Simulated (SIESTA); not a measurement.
CdSe:

```
CELL_PARAMETERS angstrom
0.00000 3.07027 3.07027
3.07027 0.00000 3.07027
3.07027 3.07027 0.00000
ATOMIC_POSITIONS crystal
Cd 0.00000 0.00000 0.00000
Se 0.25000 0.25000 0.25000
```

Measurements of this composition are mostly on another form, of space group No. 186.

```yaml
Program: SIESTA 5.4.2
Task: relaxation of cell and atoms
Functional: SVWN5
Potentials_or_basis: PseudoDojo 0.4 standard (PBE files, fully relativistic)
Basis: DZP (energy shift 0.01 Ry)
Grid_cutoff: 800 Ry
Energy_shift: 0.01 Ry
k_mesh: 6 × 6 × 6
Occupations: fermi-dirac, width 0.05 eV
Spin: non-collinear spin, ferromagnetic start, spin-orbit coupling
Starting_moments: "[[0.0, 0.0, 0.5], [0.0, 0.0, 0.0]] μB"
```

At the start: pressure -5.0 GPa; volume 28.94 Å³/atom.

Problem. How do energy, volume and symmetry change on relaxing?

Solution. Over 4 steps the energy falls by 40.4 meV/atom and the volume is 26.49 Å³/atom (-8.5 %); space group F-43m (No. 216, to 0.05 Å); moment 0.00 μB per cell.

The path:
| step | energy change (eV) | largest force (eV/Å) | pressure (GPa) | volume (Å³) |
| --- | --- | --- | --- | --- |
| 1 | 0.0000 | 0.0000 | -4.97 | 57.88 |
| 2 | -0.0510 | 0.0000 | -3.27 | 55.90 |
| 3 | -0.0808 | 0.0000 | 0.19 | 52.83 |
| 4 | -0.0808 | 0.0000 | -0.01 | 52.98 |

Final structure:
```
Cd Se
1.0
     0.00000    2.98098    2.98098
     2.98098    0.00000    2.98098
     2.98098    2.98098    0.00000
Cd Se
1 1
Direct
  0.00000 0.00000 0.00000
  0.25000 0.25000 0.25000
```

Caveat: semicore shells carry a single zeta, which can move pressures by several GPa and volumes by a few percent; the potentials were made for another functional, which shifts forces and pressure; the basis of atomic orbitals isn't converged, which shifts pressures, moduli and gaps.
